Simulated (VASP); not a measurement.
Runs of VASP 6.6.1 on WS2. It takes space group R3m (No. 160, trigonal). Conventional cell: a = 3.158 Å, b = 3.158 Å, c = 18.490 Å, α = 90.00°, β = 90.00°, γ = 120.00°. W (site symmetry 3m) is surrounded by 6 S at 2.39 to 2.42 Å. S (site symmetry 3m) is surrounded by 3 W at 2.42 Å. Around S (site symmetry 3m) lie 3 W at 2.39 Å. Measurements of this composition are mostly on another form, of space group No. 194.

```csv
task,level,potentials or basis,cell,k mesh,cutoff (eV),ladder,mesh quality,gap on the mesh (eV),pressure (GPa),relaxed volume (Å³/atom),largest force (eV/Å)
relaxation of cell and atoms,PBEsol,"VASP PAW PBE potentials, release 64 (W_sv, S)",relaxed,8 × 8 × 8,600,gaps,not flagged,(b),0.0,17.99,0.01
single point,PBE,"VASP PAW PBE potentials, release 64 (W_sv_GW, S_GW)","R3m, 17.74 Å³/atom",4 × 4 × 4,500,-,coarse,(a),3.7,-,0.60
relaxation of cell and atoms,LDA,"VASP PAW LDA potentials, release 64 (W_sv, S)",relaxed,8 × 8 × 8,600,gaps,not flagged,1.04,0.0,17.17,-
single point,PBE,"VASP PAW PBE potentials, release 64 (W_sv, S)","R3m, 17.74 Å³/atom",10 × 10 × 10,520,-,not flagged,1.08,4.5,-,0.61
```

Alike in all rows: no spin polarisation; smearing gaussian 0.02 eV.

Estimate the missing entries.

(a) 1.36; (b) 1.25.

Caveats: some runs use coarse meshes; spin-orbit coupling is left out, which moves the levels of the heavy elements; the PAW data sets were made with another functional, which shifts forces and pressure a little (some runs).

A k mesh can miss the band edges, and the runs leave out spin-orbit coupling on W.
